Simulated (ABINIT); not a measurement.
Write the native input for ABINIT 10.8.3 (patched build) that does the following.

* Task: relaxation of cell and atoms
* Functional: PBEsol
* Potentials or basis: JTH PAW PBE v2.0
* Cutoff: 517 eV
* k mesh: 10 × 10 × 5
* Occupations: fermi-dirac, width 0.05 eV
* Spin: no spin polarisation
* Cell freedom (optcell): 2
* Cutoff smearing ecutsm (Ha): 0.5
* Optimiser (ionmov): 2
* Force stop (Ha/bohr): 5e-05
* Fine-grid cutoff: 1034.03 eV

SiC (Moissanite):

```xyz
4
Lattice="3.0760 0.0000 0.0000 -1.5380 2.6639 0.0000 0.0000 0.0000 5.0480" Properties=species:S:1:pos:R:3 pbc="T T T"
Si    1.5380    0.8880    2.5240
Si    0.0000    1.7759    0.0000
C     1.5380    0.8880    4.4675
C     0.0000    1.7759    1.9435
```

One way to write it, as run:

run.abi

```
# Pseudopotentials
pp_dirpath "./"
pseudos "Si.GGA_PBE-JTH.xml, C.GGA_PBE-JTH.xml"

# Structure
acell 3.076 3.076 5.048 Angstrom
rprim
     1.0000000000     0.0000000000     0.0000000000
    -0.5000000000     0.8660254038     0.0000000000
     0.0000000000     0.0000000000     1.0000000000
ntypat 2
znucl 14 6
natom 4
typat 1 1 2 2
xred
     0.6666666667     0.3333333333     0.5000000000
     0.3333333333     0.6666666667     0.0000000000
     0.6666666667     0.3333333333     0.8850000000
     0.3333333333     0.6666666667     0.3850000000
chkprim 0
chksymtnons 0
tolsym 1.0e-6

# Plane-wave basis
ecut 19.0
pawecutdg 38.0
pawxcdev 0
pawovlp -1

# k points
kptopt 1
ngkpt 10 10 5
nshiftk 1
shiftk 0.0 0.0 0.0

# Exchange and correlation
ixc -116133

# Bands and occupations
nband 12
occopt 3
tsmear 0.05 eV

# SCF cycle
nstep 100
tolvrs 1.0e-9

# Output
iomode 3
prtwf 0
prtden 0
prteig 0
prtebands 0
enunit 1

# Relaxation
ionmov 2
ntime 60
tolmxf 5.0e-5
optcell 2
dilatmx 1.08
ecutsm 0.5
```

Potentials or basis: JTH PAW PBE v2.0.

Launch:

```console
$ abinit run.abi > log 2>&1
```

It gave:

- Relaxed volume: 10.32 Å³/atom
- Relaxed cell: a = 3.074 Å, b = 3.074 Å, c = 5.045 Å, α = 90.00°, β = 90.00°, γ = 120.00°
- Space group after relaxing (to 0.05 Å): P6_3mc (No. 186)
- Energy gained by relaxing: 8.9 meV/atom
- Ionic steps: 5
- Pressure after relaxing: 0.0 GPa
- Band gap on the k mesh: 2.28 eV, indirect (least direct gap 3.87 eV)
- Valence electrons inside the program's atomic spheres: Si 1.67; C 2.58

Caveat: the PAW data sets were made with another functional, which shifts forces and pressure a little; an odd mesh through Γ misses points on the zone boundary, where band edges often lie.

Run time: 110 s on 1 thread of Arm Neoverse V2, with other jobs on the host, peak memory 0.12 GiB.
